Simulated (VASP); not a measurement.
# Pb (P6_3/mmc) in VASP: notebook

One crystal, Pb, is run at these levels: PBEsol; tasks: single point, relaxation of cell and atoms.

Program: VASP 6.6.1. These are calculated values, not measurements. Logs are shortened: lines on timing, memory, paths and dates and some standing lists are left out, and cuts for length are marked.

### Step 1. The crystal as given

The structure is hexagonal, space group P6_3/mmc (No. 194). The conventional cell has a = 3.489 Å, b = 3.489 Å, c = 5.753 Å, α = 90.00°, β = 90.00°, γ = 120.00°. Around Pb (site symmetry -6m2) lie 12 Pb at 3.49 to 3.51 Å.

This isn't the form of Pb at room conditions, which is fcc.

### Step 2. Single point, PBEsol (relaxed again under DFT PBEsol, scalar-relativistic, plane waves, PAW)

The input, INCAR:

```
PREC = Accurate ; ENCUT = 520
EDIFF = 1E-6 ; ISMEAR = 0
SIGMA = 0.1 ; LREAL = F
LASPH = T ; NELM = 100
ALGO = Fast ; ISIF = 2
LWAVE = F ; LCHARG = F
GGA = PS ; NBANDS = 21
```

The input, KPOINTS:

```
Automatic mesh
0
Gamma
  15 15 8
```

The input, POSCAR:

```
Pb
1.0
    3.4723571000      0.0000000000      0.0000000000
   -1.7361785500      3.0071494596      0.0000000000
    0.0000000000      0.0000000000      5.7270703635
Pb
2
Direct
    0.3333333333      0.6666666667      0.2500000000
    0.6666666667      0.3333333333      0.7500000000
```

Potentials or basis: VASP PAW PBE potentials, release 64 (Pb_d).

Run with:

```sh
> cat potpaw_PBE.64/Pb_d/POTCAR > POTCAR
> mpirun -np 1 vasp_std > vasp.out
```

OUTCAR:

```text
PREC = Accurate
   ENCUT = 520
   EDIFF = 1E-6
   ISMEAR = 0
   LREAL = F
   LASPH = T
   NELM = 100
   ISIF = 2
   GGA = PS

 ion  position               nearest neighbor table
   1  0.333  0.667  0.250-   2 3.50   2 3.50   2 3.50   2 3.50   2 3.50   2 3.50
   2  0.667  0.333  0.750-   1 3.50   1 3.50   1 3.50   1 3.50   1 3.50   1 3.50

  LATTYP: Found a hexagonal cell.
 ALAT       =     3.4723571000
 C/A-ratio  =     1.6493321967

  Lattice vectors:

 A1 = (   3.4723571000,   0.0000000000,   0.0000000000)
 A2 = (  -1.7361785500,   3.0071494596,   0.0000000000)
 A3 = (   0.0000000000,   0.0000000000,   5.7270703635)

Analysis of symmetry for initial positions (statically):
=====================================================================
 Subroutine PRICEL returns:
 Original cell was already a primitive cell.

 Routine SETGRP: Setting up the symmetry group for a
 hexagonal supercell.

 Subroutine GETGRP returns: Found 24 space group operations
 (whereof 12 operations were pure point group operations)
 out of a pool of 24 trial point group operations.

The static configuration has the point symmetry D_3d.
 The point group associated with its full space group is D_6h.

Analysis of symmetry for dynamics (positions and initial velocities):
=====================================================================
 Subroutine PRICEL returns:
 Original cell was already a primitive cell.

 Routine SETGRP: Setting up the symmetry group for a
 hexagonal supercell.

 Subroutine GETGRP returns: Found 24 space group operations
 (whereof 12 operations were pure point group operations)
 out of a pool of 24 trial point group operations.

The dynamic configuration has the point symmetry D_3d.
 The point group associated with its full space group is D_6h.

 Subroutine INISYM returns: Found 24 space group operations
 (whereof 12 operations are pure point group operations),
 and found     1 'primitive' translations

----------------------------------------------------------------------------------------

                                     Primitive cell

  volume of cell :      59.8015

  direct lattice vectors                    reciprocal lattice vectors
     3.472357100  0.000000000  0.000000000     0.287988813  0.166270419  0.000000000
    -1.736178550  3.007149460  0.000000000     0.000000000  0.332540838  0.000000000
[... 78 lines left out ...]
   ICHARG =      2    charge: 1-file 2-atom 10-const
   ISPIN  =      1    spin polarized calculation?
   LNONCOLLINEAR =      F non collinear calculations
   LSORBIT =      F    spin-orbit coupling
   LASPH  =      T    aspherical Exc in radial PAW
   ENCUT  =  520.0 eV  38.22 Ry    6.18 a.u.   6.46  6.46 10.65*2*pi/ulx,y,z
   NELM   =    100;   NELMIN=  2; NELMDL= -5     # of ELM steps
   EDIFF  = 0.1E-05   stopping-criterion for ELM
   LREAL  =      F    real-space projection
   EDIFFG = 0.1E-04   stopping-criterion for IOM
   NSW    =      0    number of steps for IOM
   IBRION =     -1    ionic relax: 0-MD 1-quasi-New 2-CG
   NFREE  =      0    steps in history (QN), initial steepest desc. (CG)
   ISIF   =      2    stress and relaxation
   ISYM   =      2    0-nonsym 1-usesym 2-fastsym
   POTIM  = 0.5000    time-step for ionic-motion
   TEBEG  =    0.0;   TEEND  =   0.0 temperature during run
   PSTRESS=    0.0 pullay stress
   NELECT =      28.0000    total number of electrons
   NUPDOWN=      -1.0000    fix difference up-down
   EMIN   =  10.00;   EMAX   =-10.00  energy-range for DOS
   EFERMI =   0.00;   METHOD = LEGACY
   ISMEAR =     0;   SIGMA  =   0.10  broadening in eV -4-tet -1-fermi 0-gaus
   EFERMI_NEDOS =   21; number of points for ismear=-14 and -15
   IALGO  =     68    algorithm
   IMIX   =      4    mixing-type and parameters
     AMIX     =   0.40;   BMIX     =  1.00
     AMIX_MAG =   1.60;   BMIX_MAG =  1.00
  volume/ion in A,a.u.               =      29.90       201.78
  Fermi-wavevector in a.u.,A,eV,Ry     =   1.271228  2.402273 21.987304  1.616021
  Thomas-Fermi vector in A             =   2.404173
   LORBIT       =      0    0 simple, 1 ext, 2 COOP (PROOUT), +10 PAW based schemes
   GGA     = PS    functional components
   LHFCALC =     F    Hartree Fock is set to
   AEXX    =    0.0000 exact exchange contribution
   IVDW    =     0    specifies the selected vdW correction
   LEPSILON=     F    determine dielectric tensor
   LRPA    =     F    only Hartree local field effects (RPA)
 non-spin polarized calculation
 RMM-DIIS sequential band-by-band and
 Gauss-broadening in eV      SIGMA  =   0.10
  energy-cutoff  :      520.00
  volume of cell :       59.80
 maximum number of plane-waves:      1635
 NGX is ok and might be reduce to    28
   NGX = 13   NGY = 13   NGZ = 21

 number of electron      28.0000004 magnetization

 Free energy of the ion-electron system (eV)
  ---------------------------------------------------
  ext. energy  EPLUGINS =         0.00000000
  ---------------------------------------------------
  free energy    TOTEN  =        -7.98572623 eV

  energy without entropy =       -7.98273625  energy(sigma->0) =       -7.98423124

 E-fermi :   7.2062     XC(G=0): -10.4102

 val. band max:        7.1539303243   @ k =   0.3333  -0.0000   0.2500
 cond. band min:       7.2603909704   @ k =   0.2667   0.1333   0.1250
 fundamental gap:      0.1064606461
 Fermi energy:         7.2061571002

 k-point     1 :       0.0000    0.0000    0.0000
  band No.  band energies     occupation
      1      -9.7799      2.00000
      2      -9.7512      2.00000
      3      -9.7257      2.00000
      4      -9.7257      2.00000
      5      -9.7042      2.00000
      6      -9.7042      2.00000
[... 565 lines left out ...]
     20      17.3926      0.00000
     21      20.8740      0.00000

 [... further k-points ...]
[... 5 lines left out ...]
  --------------------------------------------------------------------------------------
  -------------------------------------------------------------------------------------
  Total       -0.0297660     -0.0297660     -0.0279809      0.0000000      0.0000000     -0.0000000
  in kB       -0.7974796     -0.7974796     -0.7496534      0.0000000      0.0000000     -0.0000000
  external PRESSURE =      -0.7815375 kB  Pullay stress =       0.0000000 kB

 VOLUME and BASIS-vectors are now :
 -----------------------------------------------------------------------------
  energy-cutoff  :      520.00
  volume of cell :       59.80
      direct lattice vectors                 reciprocal lattice vectors
     3.472357100  0.000000000  0.000000000     0.287988813  0.166270419  0.000000000
    -1.736178550  3.007149460  0.000000000     0.000000000  0.332540838  0.000000000
     0.000000000  0.000000000  5.727070364     0.000000000  0.000000000  0.174609344

 POSITION                                       TOTAL-FORCE (eV/Angst)
 -----------------------------------------------------------------------------------
     -0.00000      2.00477      1.43177        -0.000000      0.000000      0.000000
      1.73618      1.00238      4.29530         0.000000     -0.000000      0.000000
 -----------------------------------------------------------------------------------
    total drift:                               -0.000000      0.000000      0.000000

  FREE ENERGIE OF THE ION-ELECTRON SYSTEM (eV)
  ---------------------------------------------------
  free  energy   TOTEN  =        -7.9857262301 eV

  energy  without entropy=       -7.9827362550  energy(sigma->0) =       -7.98423124
```

stdout:

```text
POSCAR found type information on POSCAR Pb
 POSCAR found :  1 types and       2 ions
 scaLAPACK will be used
 -----------------------------------------------------------------------------
|                                                                             |
|                                                                             |
|     You enforced a specific xc type in the INCAR file but a different       |
|     I HOPE YOU KNOW WHAT YOU ARE DOING!                                     |
|                                                                             |
 -----------------------------------------------------------------------------

 LDA part: xc-table for (Slater+PW92), standard interpolation
 POSCAR, INCAR and KPOINTS ok, starting setup
 FFT: planning ... GRIDC
 FFT: planning ... GRID_SOFT
 FFT: planning ... GRID
 WAVECAR not read
 entering main loop
```

It took 73 s on 1 thread of Intel Xeon 6975P-C (Granite Rapids), shared host; peak memory 0.27 GiB.

What came out:

* Free energy: -7.9857 eV
* Pressure: -0.1 GPa
* Band gap on the k mesh: none (metal or under the smearing width)

Levels at points of the mesh, in eV from the Fermi level:
```tsv
k point	band 12	band 13	band 14	band 15	band 16	band 17
(0.00, 0.00, 0.00)	-8.19	-4.26	5.80	5.80	7.51	7.58
(0.00, 0.00, 0.50)	-10.62	0.70	0.70	6.64	6.64	6.64
```

Caveat: the PAW data sets were made with another functional, which shifts forces and pressure a little. The run has no spin-orbit coupling, so splittings on Pb are missing.

### Step 3. Relaxation of cell and atoms, PBEsol

The input, INCAR:

```
SYSTEM = Pb
PREC = Accurate ; ENCUT = 600
EDIFF = 1E-7 ; ISMEAR = 0
SIGMA = 0.1 ; LREAL = .FALSE.
LASPH = .TRUE. ; NELM = 100
ALGO = Fast ; ISIF = 3
LWAVE = .FALSE. ; LCHARG = .FALSE.
GGA = PS ; IBRION = 2
NSW = 70 ; EDIFFG = -0.005
```

The input, KPOINTS:

```
regular mesh
0
G
  15 15 8
  0 0 0
```

The input, POSCAR:

```
Pb
1.0
    3.4894605504      0.0000000000      0.0000000000
   -1.7447302752      3.0219614822      0.0000000000
    0.0000000000      0.0000000000      5.7527048411
Pb
2
Direct
    0.3333333333      0.6666666667      0.2500000000
    0.6666666667      0.3333333333      0.7500000000
```

Potentials or basis: VASP PAW PBE potentials, release 64 (Pb_d).

Run with:

```sh
> cat potpaw_PBE.64/Pb_d/POTCAR > POTCAR
> mpirun -np 1 vasp_std > vasp.out
```

Run time: 3 min. Hardware: 1 thread of Intel Xeon 6975P-C (Granite Rapids), shared host; peak memory 0.29 GiB.

It converged, with:

| Quantity | Value |
| --- | --- |
| Free energy | -7.9860 eV |
| Relaxed volume | 29.89 Å³/atom |
| Relaxed cell | a = 3.472 Å, b = 3.472 Å, c = 5.726 Å, α = 90.00°, β = 90.00°, γ = 120.00° |
| Space group after relaxing (to 0.05 Å) | P6_3/mmc (No. 194) |
| Energy gained by relaxing | 0.9 meV/atom |
| Ionic steps | 3 |
| Pressure after relaxing | 0.0 GPa |
| Band gap on the k mesh | none (metal or under the smearing width) |

Step by step:
| step | energy change (eV) | largest force (eV/Å) | pressure (GPa) | volume (Å³) |
| --- | --- | --- | --- | --- |
| 1 | 0.0000 | 0.0000 | -0.66 | 60.66 |
| 2 | -0.0017 | 0.0000 | 0.18 | 59.58 |
| 3 | -0.0019 | 0.0000 | -0.01 | 59.79 |

Final structure:
```cif
data_structure
_symmetry_space_group_name_H-M 'P 1'
_symmetry_Int_Tables_number 1
_cell_length_a 3.4724
_cell_length_b 3.4724
_cell_length_c 5.7258
_cell_angle_alpha 90.000
_cell_angle_beta 90.000
_cell_angle_gamma 120.000
_cell_volume 59.79
loop_
_atom_site_label
_atom_site_type_symbol
_atom_site_fract_x
_atom_site_fract_y
_atom_site_fract_z
_atom_site_occupancy
Pb1 Pb 0.33333 0.66667 0.25000 1
Pb2 Pb 0.66667 0.33333 0.75000 1
```

Levels at points of the mesh, in eV from the Fermi level:
```tsv
k point	band 11	band 12	band 13	band 14	band 15	band 16	band 17	band 18
(0.00, 0.00, 0.00)	-11.82	-8.19	-4.26	5.80	5.80	7.52	7.58	7.58
(0.00, 0.00, 0.50)	-10.62	-10.62	0.70	0.70	6.64	6.64	6.64	6.64
```

Caveat: the PAW data sets were made with another functional, which shifts forces and pressure a little.
